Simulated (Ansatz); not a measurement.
# MgO: a sweep of one setting

```
Mg O
1.0
     0.00000    2.13515    2.13515
     2.13515    0.00000    2.13515
     2.13515    2.13515    0.00000
Mg O
1 1
Direct
  0.00000 0.00000 0.00000
  0.50000 0.50000 0.50000
```

Atoms are numbered in the order listed.

The cell is a measured one (Crystallography Open Database entry 9006462); the temperature and pressure of the measurement aren't taken into account, and nothing was relaxed. It was measured hot, at 1305 K.

Computed with DFT, PBE, PAW with Ansatz's default frozen-core files, scalar-relativistic (Ansatz 0.2.0).

The runs use a Γ-centred 11×11×11 k mesh, Fermi–Dirac smearing of 0.01 eV, cutoff 420 eV, no spin polarisation. One setting is then changed at a time.

| k mesh | free energy less the base's (meV/atom) | P (GPa) | gap on the mesh (eV) |
| --- | --- | --- | --- |
| 11×11×11 (base) | 0.0 | -1.69 | 4.353 |
| 3×3×3 | ? | -1.31 | ? |
| 6×6×6 | 0.2 | -1.68 | 4.352 |
| 8×8×8 | 0.0 | -1.69 | 4.353 |
| 15×15×15 | 0.0 | -1.69 | 4.353 |

Task: What belongs in the row "3×3×3", column "free energy less the base's (meV/atom)"?

Result: 44.9.

Task: What belongs in the row "3×3×3", column "gap on the mesh (eV)"?

Result: 4.310.
